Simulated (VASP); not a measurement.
A run of VASP 6.6.1 is set up as follows.

File INCAR:

```
PREC = Accurate
ENCUT = 520
EDIFF = 1E-6
ISMEAR = -1
SIGMA = 0.05
LREAL = Auto
LASPH = True
NELM = 100
ALGO = Normal
ISIF = 2
LWAVE = False
LCHARG = False
GGA = PS
NBANDS = 78
```

The input KPOINTS:

```
Automatic mesh
0
Gamma
  1 1 1
```

File POSCAR:

```
N
1.0
    8.8620950000      0.0000000000      0.0000000000
    0.0000000000      8.8620950000      0.0000000000
    0.0000000000      0.0000000000      8.8620950000
N
24
Direct
   -0.0306586648      0.4071046406      0.2753299305
    0.0679184775      0.3338149726      0.2640910530
    0.4663457117      0.1071868446      0.8461768916
    0.4652511624      0.0724546510      0.9681570780
    0.4123968430      0.8995728437      0.3387573706
    0.3444332294      0.9627633195      0.2552669544
    0.7258103191      0.5140093849      0.5951188743
    0.6828633636      0.6186460425      0.6508844692
    0.7574958291      1.0967496963      0.1837940126
    0.8435702845      1.0417288463      0.1127949994
    0.3454826426      0.7307301490      0.8698169000
    0.4298983480      0.7145714416      0.9595699437
    1.0493117034      0.7955003868      0.3096897517
    1.0785598665      0.7021138907      0.3835323363
    0.1235825163      0.2527280513      0.8644569935
    0.1015674059      0.3446927617      0.7812148256
    0.7415853701      0.0362893876      0.6662194436
    0.7370153446     -0.0227711393      0.5582314340
    0.7242531252      0.4742896572     -0.0065672959
    0.7173473090      0.5341174970      0.1012288855
    1.0282670181      0.7328402596      0.8708663132
    1.0262020436      0.8437959647      0.8229769597
    0.3132555000      0.4533126761      0.4113925658
    0.3264803638      0.3794023874      0.5103759326
```

Potentials or basis: VASP PAW PBE potentials, release 64 (N).

Command:

```bash
$ cat potpaw_PBE.64/N/POTCAR > POTCAR
$ mpirun -np 1 vasp_gam > vasp.out
```

Problem. Estimate the largest force.

Solution. 7.204 eV/Å.

Problem. What does it give for the band gap on the k mesh?

Solution. 7.26 eV, direct.

Problem. Estimate the pressure.

Solution. 2.1 GPa.

Stress tensor (GPa, compression positive):
```
 1.38 -0.72  0.37
-0.72  2.82 -0.55
 0.37 -0.55  2.08
```

Caveat: the standard files for N, O and F lose accuracy on very short bonds; the PAW data sets were made with another functional, which shifts forces and pressure a little.
